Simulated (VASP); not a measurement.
Wanted: the native input for a VASP 6.6.1 run.

* Task: relaxation of cell and atoms
* Functional: LDA
* Potentials or basis: VASP PAW LDA potentials, release 64 (Sn_d, O)
* Cutoff: 600 eV
* k mesh: 7 × 7 × 9
* Occupations: fermi-dirac, width 0.05 eV
* Spin: no spin polarisation
* Further INCAR settings: ALGO = Normal; EDIFF = 1e-06; IBRION = 2; EDIFFG = -0.02; NSW = 60; ISIF = 3

The structure of SnO2 (Cassiterite) lies in POSCAR:

```
SnO2
1.0
    4.7380000000      0.0000000000      0.0000000000
    0.0000000000      4.7380000000      0.0000000000
    0.0000000000      0.0000000000      3.1865000000
Sn O
2 4
Direct
    0.0000000000      0.0000000000      0.0000000000
    0.5000000000      0.5000000000      0.5000000000
    0.3071000000      0.3071000000      0.0000000000
    0.1929000000      0.8071000000      0.5000000000
    0.6929000000      0.6929000000      0.0000000000
    0.8071000000      0.1929000000      0.5000000000
```

The input as run:

INCAR

```
SYSTEM = SnO2
ALGO = Normal
EDIFF = 1E-6
EDIFFG = -0.02
ENCUT = 600
IBRION = 2
ISIF = 3
ISMEAR = -1
LASPH = .TRUE.
LCHARG = .FALSE.
LREAL = .FALSE.
LWAVE = .FALSE.
NELM = 60
NSW = 60
PREC = Accurate
SIGMA = 0.05
```

KPOINTS

```
k-points
0
G
  7 7 9
  0 0 0
```

Potentials or basis: VASP PAW LDA potentials, release 64 (Sn_d, O).

The run is started by

```sh
$ cat potpaw_LDA.64/Sn_d/POTCAR potpaw_LDA.64/O/POTCAR > POTCAR
$ mpirun -np 1 vasp_std > vasp.out
```

It gave:

```json
{"Relaxed volume": "11.90 Å³/atom", "Relaxed cell": "a = 4.728 Å, b = 4.728 Å, c = 3.195 Å, α = 90.00°, β = 90.00°, γ = 90.00°", "Space group after relaxing (to 0.05 Å)": "P4_2/mnm (No. 136)", "Energy gained by relaxing": "0.6 meV/atom", "Ionic steps": "5", "Pressure after relaxing": "0.0 GPa", "Largest force after relaxing": "0.006 eV/Å", "Band gap on the k mesh": "1.15 eV, direct"}
```

Caveat: spin-orbit coupling is left out, which moves the levels of the heavy elements.

It took 4.3 min on 1 thread of Intel(R) Xeon(R) Platinum 8559C (Emerald Rapids), on a shared host, peak memory 0.25 GiB.
